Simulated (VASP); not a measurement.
# CoSi2 (nc) (Fm-3m) in VASP: a series of runs

Runs on CoSi2 (nc). Level: PBE. Tasks: single point.

All numbers are computed with VASP 6.6.1; they aren't measurements. Logs are shortened: lines on timing, memory, paths and dates and some standing lists are left out, and cuts for length are marked.

### Step 1. Starting point

The structure is cubic, space group Fm-3m (No. 225). The conventional cell has a = 5.360 Å, b = 5.360 Å, c = 5.360 Å, α = 90.00°, β = 90.00°, γ = 90.00°. Co (site symmetry m-3m) has 8 Si at 2.32 Å as nearest neighbours. Around Si (site symmetry -43m) lie 4 Co at 2.32 Å.

### Step 2. Single point, PBE

INCAR

```
SYSTEM = CoSi2
PREC = Accurate
ENCUT = 520
EDIFF = 1E-7
ISMEAR = 0
SIGMA = 0.1
LREAL = .FALSE.
LASPH = .TRUE.
NELM = 100
ALGO = Normal
ISIF = 2
LWAVE = .FALSE.
LCHARG = .FALSE.
GGA = PE
NBANDS = 16
```

KPOINTS

```
Automatic mesh
0
G
  14 14 14
  0 0 0
```

POSCAR

```
CoSi2
1.0
    0.0000000000      2.6801148172      2.6801148172
    2.6801148172      0.0000000000      2.6801148172
    2.6801148172      2.6801148172      0.0000000000
Co Si
1 2
Direct
    0.0000000000      0.0000000000      0.0000000000
    0.2500000000      0.2500000000      0.2500000000
    0.7500000000      0.7500000000      0.7500000000
```

Potentials or basis: VASP PAW PBE potentials, release 64 (Co, Si).

On the command line:

```sh
> cat potpaw_PBE.64/Co/POTCAR potpaw_PBE.64/Si/POTCAR > POTCAR
> mpirun -np 1 vasp_std > vasp.out
```

OUTCAR:

```text
SYSTEM = CoSi2
   PREC = Accurate
   ENCUT = 520
   EDIFF = 1E-7
   ISMEAR = 0
   LREAL = .FALSE.
   LASPH = .TRUE.
   NELM = 100
   ISIF = 2
   GGA = PE

 ion  position               nearest neighbor table
   1  0.000  0.000  0.000-   2 2.32   3 2.32   3 2.32   3 2.32   3 2.32   2 2.32   2 2.32   2 2.32

   2  0.250  0.250  0.250-   1 2.32   1 2.32   1 2.32   1 2.32   3 2.68   3 2.68   3 2.68   3 2.68
                             3 2.68   3 2.68
   3  0.750  0.750  0.750-   1 2.32   1 2.32   1 2.32   1 2.32   2 2.68   2 2.68   2 2.68   2 2.68
                             2 2.68   2 2.68

  LATTYP: Found a face centered cubic cell.
 ALAT       =     5.3602296344

  Lattice vectors:

 A1 = (   0.0000000000,   2.6801148172,   2.6801148172)
 A2 = (   2.6801148172,   0.0000000000,   2.6801148172)
 A3 = (   2.6801148172,   2.6801148172,   0.0000000000)

Analysis of symmetry for initial positions (statically):
=====================================================================
 Subroutine PRICEL returns:
 Original cell was already a primitive cell.

 Routine SETGRP: Setting up the symmetry group for a
 face centered cubic supercell.

 Subroutine GETGRP returns: Found 48 space group operations
 (whereof 48 operations were pure point group operations)
 out of a pool of 48 trial point group operations.

The static configuration has the point symmetry O_h .

Analysis of symmetry for dynamics (positions and initial velocities):
=====================================================================
 Subroutine PRICEL returns:
 Original cell was already a primitive cell.

 Routine SETGRP: Setting up the symmetry group for a
 face centered cubic supercell.

 Subroutine GETGRP returns: Found 48 space group operations
 (whereof 48 operations were pure point group operations)
 out of a pool of 48 trial point group operations.

The dynamic configuration has the point symmetry O_h .

 Subroutine INISYM returns: Found 48 space group operations
 (whereof 48 operations are pure point group operations),
 and found     1 'primitive' translations

----------------------------------------------------------------------------------------

                                     Primitive cell

  volume of cell :      38.5026

  direct lattice vectors                    reciprocal lattice vectors
     0.000000000  2.680114817  2.680114817    -0.186559172  0.186559172  0.186559172
     2.680114817  0.000000000  2.680114817     0.186559172 -0.186559172  0.186559172
     2.680114817  2.680114817  0.000000000     0.186559172  0.186559172 -0.186559172

  length of vectors
     3.790254723  3.790254723  3.790254723     0.323129964  0.323129964  0.323129964

  position of ions in fractional coordinates (direct lattice)
     0.000000000  0.000000000  0.000000000
     0.250000000  0.250000000  0.250000000
     0.750000000  0.750000000  0.750000000

  ion indices of the primitive-cell ions
   primitive index   ion index
                 1           1
                 2           2
                 3           3

----------------------------------------------------------------------------------------

 KPOINTS: Automatic mesh

Automatic generation of k-mesh.
 Grid dimensions read from file:
 generate k-points for:   14   14   14

 Generating k-lattice:

  Cartesian coordinates                     Fractional coordinates (reciprocal lattice)
    -0.013325655  0.013325655  0.013325655     0.071428571  0.000000000  0.000000000
     0.013325655 -0.013325655  0.013325655     0.000000000  0.071428571  0.000000000
     0.013325655  0.013325655 -0.013325655     0.000000000  0.000000000  0.071428571

  Length of vectors
     0.023080712  0.023080712  0.023080712

  Shift w.r.t. Gamma in fractional coordinates (k-lattice)
     0.000000000  0.000000000  0.000000000

 Subroutine IBZKPT returns following result:
 ===========================================

 Found    104 irreducible k-points:

 Following reciprocal coordinates:
            Coordinates               Weight
  0.000000  0.000000  0.000000      1.000000
  0.071429  0.000000  0.000000      8.000000
  0.142857  0.000000  0.000000      8.000000
  0.214286  0.000000  0.000000      8.000000
  0.285714  0.000000  0.000000      8.000000
  0.357143  0.000000  0.000000      8.000000
[... 16 lines left out ...]
  0.214286  0.142857  0.000000     24.000000
  0.285714  0.142857  0.000000     24.000000
 [... further k-points ...]
   k-points           NKPTS =    104   k-points in BZ     NKDIM =    104   number of bands    NBANDS=     16
   number of dos      NEDOS =    301   number of ions     NIONS =      3
   total plane-waves  NPLWV =  21952
   dimension x,y,z NGX =    28 NGY =   28 NGZ =   28
   dimension x,y,z NGXF=    56 NGYF=   56 NGZF=   56
   ions per type =               1   2
   NGX,Y,Z   is equivalent  to a cutoff of  12.28, 12.28, 12.28 a.u.
   NGXF,Y,Z  is equivalent  to a cutoff of  24.56, 24.56, 24.56 a.u.
 SYSTEM =  CoSi2
   PREC   = accura    normal or accurate (medium, high low for compatibility)
   ISTART =      0    job   : 0-new  1-cont  2-samecut
   ICHARG =      2    charge: 1-file 2-atom 10-const
   ISPIN  =      1    spin polarized calculation?
   LNONCOLLINEAR =      F non collinear calculations
   LSORBIT =      F    spin-orbit coupling
   LASPH  =      T    aspherical Exc in radial PAW
   ENCUT  =  520.0 eV  38.22 Ry    6.18 a.u.   7.05  7.05  7.05*2*pi/ulx,y,z
   NELM   =    100;   NELMIN=  2; NELMDL= -5     # of ELM steps
   EDIFF  = 0.1E-06   stopping-criterion for ELM
   LREAL  =      F    real-space projection
   EDIFFG = 0.1E-05   stopping-criterion for IOM
   NSW    =      0    number of steps for IOM
   IBRION =     -1    ionic relax: 0-MD 1-quasi-New 2-CG
   NFREE  =      0    steps in history (QN), initial steepest desc. (CG)
   ISIF   =      2    stress and relaxation
   ISYM   =      2    0-nonsym 1-usesym 2-fastsym
   POTIM  = 0.5000    time-step for ionic-motion
   TEBEG  =    0.0;   TEEND  =   0.0 temperature during run
   PSTRESS=    0.0 pullay stress
   NELECT =      17.0000    total number of electrons
   NUPDOWN=      -1.0000    fix difference up-down
   EMIN   =  10.00;   EMAX   =-10.00  energy-range for DOS
   EFERMI =   0.00;   METHOD = LEGACY
   ISMEAR =     0;   SIGMA  =   0.10  broadening in eV -4-tet -1-fermi 0-gaus
   EFERMI_NEDOS =   21; number of points for ismear=-14 and -15
   IALGO  =     38    algorithm
   IMIX   =      4    mixing-type and parameters
     AMIX     =   0.40;   BMIX     =  1.00
     AMIX_MAG =   1.60;   BMIX_MAG =  1.00
  volume/ion in A,a.u.               =      12.83        86.61
  Fermi-wavevector in a.u.,A,eV,Ry     =   1.246602  2.355736 21.143671  1.554016
  Thomas-Fermi vector in A             =   2.380772
   LORBIT       =      0    0 simple, 1 ext, 2 COOP (PROOUT), +10 PAW based schemes
   GGA     = PE    functional components
   LHFCALC =     F    Hartree Fock is set to
   AEXX    =    0.0000 exact exchange contribution
   IVDW    =     0    specifies the selected vdW correction
   LEPSILON=     F    determine dielectric tensor
   LRPA    =     F    only Hartree local field effects (RPA)
 non-spin polarized calculation
 Gauss-broadening in eV      SIGMA  =   0.10
  energy-cutoff  :      520.00
  volume of cell :       38.50
 maximum number of plane-waves:      1056
   NGX = 15   NGY = 15   NGZ = 15

 number of electron      16.9999995 magnetization

 Free energy of the ion-electron system (eV)
  ---------------------------------------------------
  ext. energy  EPLUGINS =         0.00000000
  ---------------------------------------------------
  free energy    TOTEN  =       -19.29740429 eV

  energy without entropy =      -19.29223825  energy(sigma->0) =      -19.29482127

 E-fermi :  10.0726     XC(G=0): -11.7353

 val. band max:       10.0697041296   @ k =   0.4286   0.2143   0.0714
 cond. band min:      10.0904144895   @ k =   0.3571   0.0714   0.0000
 fundamental gap:      0.0207103599
 Fermi energy:        10.0725975235

 k-point     1 :       0.0000    0.0000    0.0000
  band No.  band energies     occupation
      1      -3.0452      2.00000
      2       5.9942      2.00000
      3       5.9942      2.00000
      4       5.9942      2.00000
      5       8.1618      2.00000
      6       8.1618      2.00000
[... 8 lines left out ...]
     15      15.7185      0.00000
     16      15.7185      0.00000

 k-point     2 :       0.0714    0.0000    0.0000
  band No.  band energies     occupation
      1      -2.9679      2.00000
      2       5.7986      2.00000
      3       6.0220      2.00000
      4       6.0220      2.00000
      5       8.1381      2.00000
      6       8.1381      2.00000
[... 8 lines left out ...]
     15      15.4541      0.00000
     16      15.5740      0.00000

 k-point     3 :       0.1429    0.0000    0.0000
  band No.  band energies     occupation
      1      -2.7368      2.00000
      2       5.2659      2.00000
      3       6.1003      2.00000
      4       6.1003      2.00000
      5       8.0810      2.00000
      6       8.0810      2.00000
[... 8 lines left out ...]
     15      15.4075      0.00000
     16      15.9925      0.00000

 k-point     4 :       0.2143    0.0000    0.0000
  band No.  band energies     occupation
      1      -2.3553      2.00000
      2       4.4948      2.00000
      3       6.2132      2.00000
      4       6.2132      2.00000
      5       8.0286      2.00000
      6       8.0286      2.00000
[... 8 lines left out ...]
     15      16.2129      0.00000
     16      17.0479      0.00000

 k-point     5 :       0.2857    0.0000    0.0000
  band No.  band energies     occupation
      1      -1.8294      2.00000
      2       3.5692      2.00000
      3       6.3322      2.00000
      4       6.3322      2.00000
      5       8.0319      2.00000
      6       8.0319      2.00000
[... 8 lines left out ...]
     15      17.2678      0.00000
     16      18.0605      0.00000

 k-point     6 :       0.3571    0.0000    0.0000
  band No.  band energies     occupation
      1      -1.1693      2.00000
      2       2.5659      2.00000
      3       6.4248      2.00000
      4       6.4248      2.00000
      5       8.1333      2.00000
      6       8.1333      2.00000
[... 8 lines left out ...]
     15      18.4449      0.00000
     16      19.1380      0.00000
[... 267 lines left out ...]
 k-point    21 :      -0.0714    0.0714    0.0000
  band No.  band energies     occupation
      1      -2.8392      2.00000
      2       5.5381      2.00000
      3       5.9910      2.00000
      4       6.1017      2.00000
      5       8.0421      2.00000
      6       8.1596      2.00000
[... 8 lines left out ...]
     15      15.6214      0.00000
     16      15.9919      0.00000

 k-point    22 :       0.1429    0.1429    0.0000
  band No.  band energies     occupation
      1      -2.6341      2.00000
      2       5.3517      2.00000
      3       6.0150      2.00000
      4       6.0150      2.00000
      5       7.7615      2.00000
      6       8.2638      2.00000
[... 8 lines left out ...]
     15      16.5184      0.00000
     16      16.5184      0.00000

 k-point    23 :       0.2143    0.1429    0.0000
  band No.  band energies     occupation
      1      -2.3541      2.00000
      2       4.9144      2.00000
      3       6.0523      2.00000
      4       6.0924      2.00000
      5       7.5379      2.00000
      6       8.3008      2.00000
[... 8 lines left out ...]
     15      17.3817      0.00000
     16      17.4920      0.00000

 k-point    24 :       0.2857    0.1429    0.0000
  band No.  band energies     occupation
      1      -1.9266      2.00000
      2       4.2173      2.00000
      3       6.1301      2.00000
      4       6.2056      2.00000
      5       7.3379      2.00000
      6       8.3379      2.00000
[... 8 lines left out ...]
     15      18.3828      0.00000
     16      18.6329      0.00000

 [... further k-points ...]

------------------------ aborting loop because EDIFF is reached ----------------------------------------

  FORCE on cell =-STRESS in cart. coord.  units (eV):
  Direction    XX          YY          ZZ          XY          YZ          ZX
  --------------------------------------------------------------------------------------
  -------------------------------------------------------------------------------------
  Total       -0.0428493     -0.0428493     -0.0428493     -0.0000000      0.0000000     -0.0000000
  in kB       -1.7830523     -1.7830523     -1.7830523     -0.0000000      0.0000000     -0.0000000
  external PRESSURE =      -1.7830523 kB  Pullay stress =       0.0000000 kB

 VOLUME and BASIS-vectors are now :
 -----------------------------------------------------------------------------
  energy-cutoff  :      520.00
  volume of cell :       38.50
      direct lattice vectors                 reciprocal lattice vectors
     0.000000000  2.680114817  2.680114817    -0.186559172  0.186559172  0.186559172
     2.680114817  0.000000000  2.680114817     0.186559172 -0.186559172  0.186559172
     2.680114817  2.680114817  0.000000000     0.186559172  0.186559172 -0.186559172

 POSITION                                       TOTAL-FORCE (eV/Angst)
 -----------------------------------------------------------------------------------
      0.00000      0.00000      0.00000        -0.000000     -0.000000     -0.000000
      1.34006      1.34006      1.34006        -0.000000     -0.000000     -0.000000
      4.02017      4.02017      4.02017         0.000000      0.000000      0.000000
 -----------------------------------------------------------------------------------
    total drift:                               -0.000000     -0.000000      0.000000

  FREE ENERGIE OF THE ION-ELECTRON SYSTEM (eV)
  ---------------------------------------------------
  free  energy   TOTEN  =       -19.2974042918 eV

  energy  without entropy=      -19.2922382500  energy(sigma->0) =      -19.29482127
```

Run time: 40 s. Hardware: 1 thread of AMD EPYC 9R45 (Zen 5), shared host; peak memory 0.17 GiB.

Results:

```yaml
Free_energy: -19.2974 eV
Pressure: -0.2 GPa
Band_gap_on_the_k_mesh: none (metal or under the smearing width)
```

### Step 3. Single point, PBE

This run uses another cell than the first one, of 12.80 Å³/atom, 0.998 times its volume.

INCAR

```
SYSTEM = CoSi2
PREC = Accurate
ENCUT = 520
EDIFF = 1E-6
ISMEAR = 0
SIGMA = 0.1
LREAL = .False.
LASPH = .True.
NELM = 100
ALGO = Fast
ISIF = 2
LWAVE = .False.
LCHARG = .False.
GGA = PE
NBANDS = 16
```

KPOINTS

```
regular mesh
0
Gamma
  6 6 6
  0 0 0
```

POSCAR

```
CoSi2
1.0
    0.0000000000      2.6780000000      2.6780000000
    2.6780000000      0.0000000000      2.6780000000
    2.6780000000      2.6780000000      0.0000000000
Co Si
1 2
Direct
    0.0000000000      0.0000000000      0.0000000000
    0.2500000000      0.2500000000      0.2500000000
    0.7500000000      0.7500000000      0.7500000000
```

Potentials or basis: VASP PAW PBE potentials, release 64 (Co, Si).

On the command line:

```sh
> cat potpaw_PBE.64/Co/POTCAR potpaw_PBE.64/Si/POTCAR > POTCAR
> mpirun -np 1 vasp_std > vasp.out
```

Run time: 8.4 s. Hardware: 1 thread of AMD EPYC 9R45 (Zen 5), shared host; peak memory 0.12 GiB.

The run converged. Its results:

```yaml
Free_energy: -19.2901 eV
Pressure: 0.2 GPa
Band_gap_on_the_k_mesh: none (metal or under the smearing width)
```

Levels at points of the mesh, in eV from the Fermi level:
| k point | band 7 | band 8 | band 9 | band 10 | band 11 | band 12 |
| --- | --- | --- | --- | --- | --- | --- |
| (0.00, 0.00, 0.00) | 0.63 | 3.28 | 3.28 | 3.28 | 3.32 | 3.32 |
| (0.50, 0.00, 0.00) | -1.75 | -0.60 | -0.60 | 2.56 | 3.28 | 3.28 |
| (0.50, 0.50, 0.00) | -2.08 | -2.04 | -1.46 | 1.45 | 2.80 | 8.42 |

Spin polarisation is off, so any magnetic state and its effect on volume and gap are missing.
